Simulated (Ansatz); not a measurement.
Equation of state of KCl from a dense series

```xyz
2
Lattice="0.0000 3.1561 3.1561 3.1561 0.0000 3.1561 3.1561 3.1561 0.0000" Properties=species:S:1:pos:R:3 pbc="T T T"
K     0.0000    0.0000    0.0000
Cl    3.1561    3.1561    3.1561
```

Atoms are numbered in the order listed.

Conventional cell: a = 6.312 Å, b = 6.312 Å, c = 6.312 Å, α = 90.00°, β = 90.00°, γ = 90.00°. K (atom 1) has 6 Cl at 3.16 Å as nearest neighbours. Around Cl (atom 2) lie 6 K at 3.16 Å.

Structure: COD 9003114, as refined from experiment and not relaxed.

Computed with DFT, PBEsol, all-electron LAPW, scalar-relativistic in Ansatz 0.2.0.

Sampling and basis: a Γ-centred 7×7×7 k mesh, Fermi–Dirac smearing of 0.03 eV, basis error target 0.5 meV/atom, no spin polarisation.

The cell is scaled evenly. Fractional coordinates are held (clamped ions).

```csv
V (Å³/atom),P (GPa)
29.552,0.58
30.809,-0.23
31.123,-0.40
31.438,-0.56
31.752,-0.71
32.067,-0.85
32.695,-1.11
33.324,-1.34
```

Question: Fit a third-order Birch–Murnaghan curve to the pressures.

Answer: P = (3B0/2)(y^(7/2) − y^(5/2))[1 + (3/4)(B0′ − 4)(y − 1)] with y = (V0/V)^(2/3) fits within 0.01 GPa for V0 = 30.421 Å³/atom, B0 = 18.5 GPa and B0′ = 5.12.

Question: Predict the pressure at the withheld volume, 30.180 Å³/atom.

Answer: There y = 1.0053, so the fit gives 0.15 GPa; the run gave 0.15 GPa.
